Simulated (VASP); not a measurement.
Runs of VASP 6.6.1 on CdS (Greenockite). Symmetry: P6_3mc, No. 186, hexagonal system. The conventional cell has a = 4.150 Å, b = 4.150 Å, c = 6.737 Å, α = 90.00°, β = 90.00°, γ = 120.00°. Cd (site symmetry 3m) has 4 S at 2.53 to 2.54 Å as nearest neighbours. S (site symmetry 3m) has 4 Cd at 2.53 to 2.54 Å as nearest neighbours. 

```csv
task,level,potentials or basis,cell,k mesh,cutoff (eV),smearing,grid for exact exchange (PRECFOCK),screening parameter,mesh quality,gap on the mesh (eV),pressure (GPa),largest force (eV/Å)
band structure,PW91,"VASP PAW PBE potentials, release 64 (Cd, S)",as given,7 × 7 × 4,520,fermi-dirac 0.05 eV,-,-,not flagged,(c),-,-
band structure,HSE06,"VASP PAW PBE potentials, release 64 (Cd, S)",as given,4 × 4 × 2,520,fermi-dirac 0.05 eV,Fast,0.2 1/A,coarse,2.25,1.3,(b)
band structure,SCAN,"VASP PAW PBE potentials, release 64 (Cd, S)",as given,7 × 7 × 4,520,fermi-dirac 0.05 eV,-,-,not flagged,(a),0.3,0.07
single point,PBE,"VASP PAW PBE potentials, release 64 (Cd, S)",as given,7 × 7 × 4,520,gaussian 0.015 eV,-,-,not flagged,1.20,2.4,0.07
relaxation of cell and atoms,BLYP,"VASP PAW PBE potentials, release 64 (Cd, S)",relaxed,7 × 7 × 4,600,fermi-dirac 0.05 eV,-,-,not flagged,0.90,0.0,-
```

Alike in all rows: no spin polarisation.

**Question.** Estimate the missing entries.

**Answer.** (a) 1.58; (b) 0.06; (c) 1.18.

Caveats: some runs use coarse meshes; the PAW data sets were made with another functional, which shifts forces and pressure a little (some runs); an odd mesh through Γ misses points on the zone boundary, where band edges often lie (some runs).

A k mesh can miss the band edges, and the runs leave out spin-orbit coupling on Cd.

Not every run made on this cell is shown here.
